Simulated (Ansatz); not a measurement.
# Structures of SnSe2: which is lowest?

Plane-wave DFT in Ansatz with scalar-relativistic PAW potentials, cutoff 420 eV, Γ-centred meshes chosen by cell and gap, Gaussian smearing with energies taken to zero width. Every cell was relaxed (cell and atoms) in a run of its own, within the symmetry of its start. Functional: LDA.

Relaxed structures (starts from databases or built by putting these elements on another compound's sites):
A. P-3m1, 3 atoms in the computed cell, a = 3.799 Å, c = 5.898 Å; sites (symmetry × multiplicity) Sn -3m. × 1, Se 3m. × 2; start: database
B. Pnnm, 6 atoms in the computed cell, a = 6.166 Å, b = 6.278 Å, c = 3.917 Å; sites (symmetry × multiplicity) Sn ..2/m × 2, Se ..m × 4; start: built
C. Imma, 12 atoms in the computed cell, a = 7.551 Å, b = 8.241 Å, c = 10.051 Å; sites (symmetry × multiplicity) Sn 2/m.. × 4 + mm2 × 4, Se .m. × 8 + m.. × 8; start: built
D. Imma, 12 atoms in the computed cell, a = 7.634 Å, b = 10.782 Å, c = 13.441 Å; sites (symmetry × multiplicity) Sn m.. × 8, Se .2. × 8 + 2/m.. × 4 + mm2 × 4; start: built

Problem. Rank them by energy. Could pressure change the order?

Solution.
| structure | group | E − E(lowest) (meV/atom) | V (Å³/atom) | gap on mesh (eV) |
| --- | --- | --- | --- | --- |
| A | P-3m1 | 0.0 | 24.57 | 0.17 |
| C | Imma | 153 | 26.06 | 0.00 |
| B | Pnnm | 157 | 25.28 | 0.00 |
| D | Imma | 453 | 46.09 | 0.00 |

A is lowest, 153 meV/atom under C. The lowest is also the densest of these, so pressure wouldn't bring one of the others in at first order. Other structures may lie lower than all of these, and vibrations aren't counted.